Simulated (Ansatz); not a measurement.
The system is BaTiO3.

```
Ba Ti O
1.0
    -3.99980    0.00000    0.00000
     0.00000    0.00000   -4.01800
     0.00000   -7.99960    0.00000
Ba Ti O
2 2 6
Cartesian
  -0.0058 -4.0605 -0.0926
  -3.9940 -7.9389 -3.9254
  -1.9212 -1.8863 -2.2629
  -2.0786 -6.1133 -1.8998
  -1.9751 -2.0651 -3.8813
  -2.0247 -5.9345 -0.0081
  -2.0303 -4.0593 -2.0063
  -1.9695 -7.9401 -1.8911
  -0.0609 -2.1690 -1.9624
  -3.9389 -5.8306 -1.9350
```

Base run:

| Property | Result |
| --- | --- |
| Program | Ansatz 0.2.0 |
| Functional | r2SCAN |
| Potentials or basis | Ansatz PAW |
| Cutoff | 500 eV (not typed: the program's choice for these potentials) |
| k mesh | 7 × 7 × 4 |
| Occupations | fermi-dirac, width 0.05 eV |
| Spin | no spin polarisation |

Its results: band gap on the k mesh 1.68 eV, indirect (least direct gap 1.84 eV); pressure 7.0 GPa; largest force 6.856 eV/Å.

**Question.** The run is repeated on the same cell with these changes: functional from r2SCAN to PBE; cutoff from 500 eV (not typed: the program's choice for these potentials) to 420 eV (not typed: the program's choice for these potentials); k mesh from 7 × 7 × 4 to 9 × 9 × 5. What comes out?

**Answer.** Band gap on the k mesh 1.37 eV, indirect (least direct gap 1.55 eV); pressure 10.0 GPa; largest force 6.724 eV/Å.

Several settings changed at once, so the effect can't be laid on one alone.

Caveats: spin-orbit coupling is left out, which moves the levels of the heavy elements; forces of over 1 eV/Å show positions far from the minimum, so gaps and moduli don't describe the material at rest; the k mesh misses the band edges, so the gap on the mesh is wider than the one along the path (some runs); the PAW data sets come from PBE, with cores solved anew for the run's functional, which leaves a small shift of forces and pressure (some runs); odd divisions of the mesh miss points on the zone boundary, where band edges often lie, so the gap on the mesh can be too wide (some runs).
